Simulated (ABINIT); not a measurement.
Runs of ABINIT 10.8.3 (patched build) on CsSnI3. Symmetry: Pm-3m, No. 221, cubic system. The conventional cell has a = 6.206 Å, b = 6.206 Å, c = 6.206 Å, α = 90.00°, β = 90.00°, γ = 90.00°. Cs (site symmetry m-3m) has 12 I at 4.39 Å as nearest neighbours. I (site symmetry 4/mmm) is surrounded by 2 Sn at 3.10 Å. Sn (site symmetry m-3m) has 6 I at 3.10 Å as nearest neighbours. 

```csv
task,level,potentials or basis,k mesh,cutoff (eV),fine-grid cutoff,gap on the mesh (eV),pressure (GPa)
band structure,WC,JTH PAW PBE v2.0,5 × 5 × 5,599,1197.3 eV,-,(a)
single point,LDA,JTH PAW LDA v2.0,3 × 3 × 3,544,1088.46 eV,3.09,-
band structure,LDA-PZ,JTH PAW LDA v2.0,5 × 5 × 5,544,1088.46 eV,1.74,-
band structure,LDA,JTH PAW LDA v2.0 sp,5 × 5 × 5,544,1088.46 eV,1.74,-
band structure,PBE,JTH PAW PBE v2.0 sp,5 × 5 × 5,544,1088.46 eV,1.74,-
single point,LDA,JTH PAW LDA v2.0,6 × 6 × 6,544,1088.46 eV,0.27,-
single point,PBEsol,JTH PAW PBE v2.0,3 × 3 × 3,599,1197.3 eV,3.07,-1.0
band structure,revPBE,JTH PAW PBE v2.0,5 × 5 × 5,599,1197.3 eV,-,(b)
single point,LDA,JTH PAW LDA v2.0,4 × 4 × 4,544,1088.46 eV,0.26,-
```

Alike in all rows: no spin polarisation; cell as given; smearing fermi-dirac 0.05 eV.

**Question.** Estimate the missing entries.

**Answer.** (a) -0.6; (b) 1.4.

Caveats: spin-orbit coupling is left out, which moves the levels of the heavy elements; the cell was measured hot, at 500 K; an odd mesh through Γ misses points on the zone boundary, where band edges often lie (some runs); the PAW data sets were made with another functional, which shifts forces and pressure a little (some runs); this set keeps more shells in the core, which shifts pressures and gaps (some runs).

A k mesh can miss the band edges, and the runs leave out spin-orbit coupling on Cs, I, Sn.

The runs don't all hold the same shells in valence.
